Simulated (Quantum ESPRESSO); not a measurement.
**MgTe in Quantum ESPRESSO: the effect of functional**

Slab: MgTe, a slab with vacuum.

```
Te Mg
1.0
     4.57074    0.00000    0.00000
    -2.28537    3.95837    0.00000
     0.00000    0.00000   23.39698
Te Mg
3 3
Direct
  0.00000 0.00000 0.32055
  0.33333 0.66667 0.48006
  0.66667 0.33333 0.63957
  0.33333 0.66667 0.36043
  0.66667 0.33333 0.51994
  0.00000 0.00000 0.67945
```

Alike in all runs:

* Program: Quantum ESPRESSO 7.5
* Task: work function
* Potentials or basis: SG15 PBE 1.2
* Cutoff: 952 eV
* Density cutoff: 3810 eV
* k mesh: 5 × 5 × 1
* Occupations: fermi-dirac, width 0.05 eV
* Spin: no spin polarisation

```csv
functional,largest force (eV/Å),work function (eV)
LDA,0.75,2.71
PBEsol,0.77,2.57
RPBE,0.85,2.44
revPBE,?,?
AM05,0.81,2.44
PW91,0.82,2.55
```

Problem. What does the run with functional revPBE give?

Solution. Largest force 0.84 eV/Å; work function 2.43 eV.

Caveats: the potentials were made for another functional, which shifts forces and pressure.

Runs at the PBE level aren't shown here.
